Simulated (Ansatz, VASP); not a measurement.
# Ti in VASP and in Ansatz

INCAR

```
SYSTEM = Ti
PREC = Accurate ; ENCUT = 520
EDIFF = 1E-7 ; ISMEAR = -1
SIGMA = 0.15 ; LREAL = .False.
LASPH = .True. ; NELM = 80
ALGO = Fast ; ISIF = 2
LWAVE = .False. ; LCHARG = .False.
GGA = PS ; NBANDS = 12
```

KPOINTS

```
Automatic mesh
0
Gamma
  10 10 10
  0 0 0
```

POSCAR

```
Ti
1.0
    0.0000000000      2.0163754284      2.0163754284
    2.0163754284      0.0000000000      2.0163754284
    2.0163754284      2.0163754284      0.0000000000
Ti
1
Direct
    0.0000000000      0.0000000000      0.0000000000
```

Input for Ansatz:

```yaml
crystal:
  lattice:
    - [0.0, 2.016375428409915, 2.016375428409915]
    - [2.016375428409915, 0.0, 2.016375428409915]
    - [2.016375428409915, 2.016375428409915, 0.0]
  atoms:
    - { symbol: Ti, position: [0.0, 0.0, 0.0] }
basis:
  ecutwfc: 500.0
kpoints:
  mp_grid:
    grid: [10, 10, 10]
hamiltonian:
  xc: pbesol
  pseudopotentials:
    kind: paw
scf:
  occupations:
    method: fermi_dirac
    width: 0.15
output:
  stress: true
```

This isn't the form of Ti at room conditions, which is hcp.

Alike in both runs: task single point; functional PBEsol; k mesh 10 × 10 × 10; occupations fermi-dirac, width 0.15 eV; no spin polarisation.

|  | VASP | Ansatz |
| --- | --- | --- |
| version | VASP 6.6.1 | Ansatz 0.2.0 |
| potentials or method | VASP PAW PBE potentials, release 64 (Ti_sv) | plane waves, PAW |
| plane-wave cutoff (eV) | 520 | 500 |
| valence electrons in the cell | 12 | 12 |

|  | VASP | Ansatz | Ansatz less VASP |
| --- | --- | --- | --- |
| pressure (GPa) | 2.4 | 2.7 | +0.32 |

Caveats: the PAW data sets were made with another functional, which shifts forces and pressure a little (VASP).
